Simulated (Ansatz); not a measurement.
**CoO: which magnetic state is lowest?**

All numbers below come from Ansatz, DFT PBEsol, scalar-relativistic, plane waves, PAW.

```xyz
2
Lattice="1.5055 0.8692 2.4399 -1.5055 0.8692 2.4399 0.0000 -1.7384 2.4399" Properties=species:S:1:pos:R:3 pbc="T T T"
Co    0.0000    0.0000    0.0000
O     0.0000    0.0000    3.6599
```

| Item | Value |
| --- | --- |
| plane-wave cutoff | 420 eV |
| Γ-centred k-mesh | 18×18×18 |
| occupation rule | Gaussian smearing, 0.1 eV |
| list of starting moments (μB, in atom order) | 3 1 |
| check for lower electronic states after the SCF | off |

Each order was relaxed in cell and atoms. No Hubbard U is used, and semilocal functionals often make open-shell oxides metallic. Site moments are spin moments in atom-centred spheres that scale with the neighbour distance. The states are those that the runs reached from these starts; a lower one can exist. No antiferromagnetic start is among these.

Task: Order the starts by the energy of the state that they reach, lowest first.
A. ferromagnetic
B. no spin

Result: A (0.00 meV/atom), B (129 meV/atom).

```json
{"start": "no spin", "ends": "non-magnetic", "energy above lowest (meV/atom)": "129", "site moments (μB)": "none over 0.05", "gap on mesh (eV)": "metal", "volume (Å³/atom)": "8.22"}
{"start": "ferromagnetic", "ends": "ferromagnetic", "energy above lowest (meV/atom)": "0.00", "site moments (μB)": "Co +2.32, O +0.29", "gap on mesh (eV)": "metal", "volume (Å³/atom)": "8.96"}
```

Cost: 2 runs of about 3.5 core-minutes in all, on Intel Xeon 6975P-C (Granite Rapids) (shared hosts).